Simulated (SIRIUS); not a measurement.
Runs of SIRIUS 7.12.0 on PtS2. It takes space group P-3m1 (No. 164, trigonal). Conventional cell: a = 3.543 Å, b = 3.543 Å, c = 5.039 Å, α = 90.00°, β = 90.00°, γ = 120.00°. Pt (site symmetry -3m) has 6 S at 2.34 Å as nearest neighbours. S (site symmetry 3m) is surrounded by 3 Pt at 2.34 Å. 

```csv
task,level,potentials or basis,cutoff (eV),muffin tin radii,basis cutoff (gk_cutoff),valence relativity,reference energy of the basis,smallest sphere radius times basis cutoff,gap on the mesh (eV),largest force (eV/Å)
single point,PBE,"all-electron FP-LAPW, apw+lo standard",222,"Pt 2.28, S 1.98 bohr",4.04 1/bohr,iora,0.26 Ha,8,(b),1.24
band structure,PBE,"all-electron FP-LAPW (ZORA valence), apw+lo standard",212,"Pt 2.33, S 2.02 bohr",3.95 1/bohr,zora,0.25 Ha,7.98,1.03,1.25
single point,PBEsol,"all-electron FP-LAPW, apw+lo standard",222,"Pt 2.28, S 1.98 bohr",4.04 1/bohr,iora,0.26 Ha,8,(a),0.95
band structure,PBE,"all-electron FP-LAPW (Koelling-Harmon valence), apw+lo standard",212,"Pt 2.33, S 2.02 bohr",3.95 1/bohr,koelling_harmon,0.25 Ha,7.98,1.03,1.25
band structure,PBE,"all-electron FP-LAPW (no relativity for the valence, core without relativity), apw+lo standard",212,"Pt 2.33, S 2.02 bohr",3.95 1/bohr,none,0.25 Ha,7.98,0.73,2.52
```

Alike in all rows: no spin polarisation; cell as given; k mesh 9 × 9 × 5; smearing fermi-dirac 0.05 eV.

Question: Fill in the values left out.

Answer: (a) 0.96; (b) 1.02.

Caveats: spin-orbit coupling is left out, which moves the levels of the heavy elements; forces of over 1 eV/Å show positions far from the minimum, so gaps and moduli don't describe the material at rest (some runs); an odd mesh through Γ misses points on the zone boundary, where band edges often lie (some runs); relativity is left out for the valence states, which matters for the heavier elements (some runs); relativity is left out for the core states (some runs).

A k mesh can miss the band edges, and the runs leave out spin-orbit coupling on Pt.

A gap of «none» marks a metal or a gap under the smearing width.

Not every run made on this cell is shown here.
